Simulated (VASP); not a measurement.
A run of VASP 6.6.1:

INCAR

```
ALGO = Normal ; EDIFF = 1E-7
ENCUT = 520 ; GGA = PE
ISIF = 2 ; ISMEAR = -1
LASPH = T ; LCHARG = F
LREAL = F ; LWAVE = F
NBANDS = 25 ; NELM = 100
PREC = Accurate ; SIGMA = 0.05
```

KPOINTS

```
k-points
0
Gamma
  10 10 5
```

POSCAR

```
CuO
1.0
    0.1896038200     -2.1722883700     -2.0431441000
   -2.0197235200      0.1062952100     -1.9598354900
    2.3832003700      2.2858393900     -4.3894430400
Cu O
2 2
Direct
    0.4562322400      0.5306856300      0.4854117400
    0.9742842800      0.9858673900      0.0243612000
    0.8016626700      0.7447211200      0.7392802400
    0.2678208100      0.2387258700      0.2509468100
```

Potentials or basis: VASP PAW PBE potentials, release 64 (Cu, O).

Run with:

```console
$ cat potpaw_PBE.64/Cu/POTCAR potpaw_PBE.64/O/POTCAR > POTCAR
$ mpirun -np 1 vasp_std > vasp.out
```

Hardware: 1 thread of Intel(R) Xeon(R) 6975P-C (Granite Rapids), with other jobs on the host.

**Question.** How long does it take, and how much memory?

**Answer.** Wall time 110 s on 1 thread of Intel(R) Xeon(R) 6975P-C (Granite Rapids), with other jobs on the host, peak memory 0.32 GiB. Counts: scf iterations 18, k points 252.
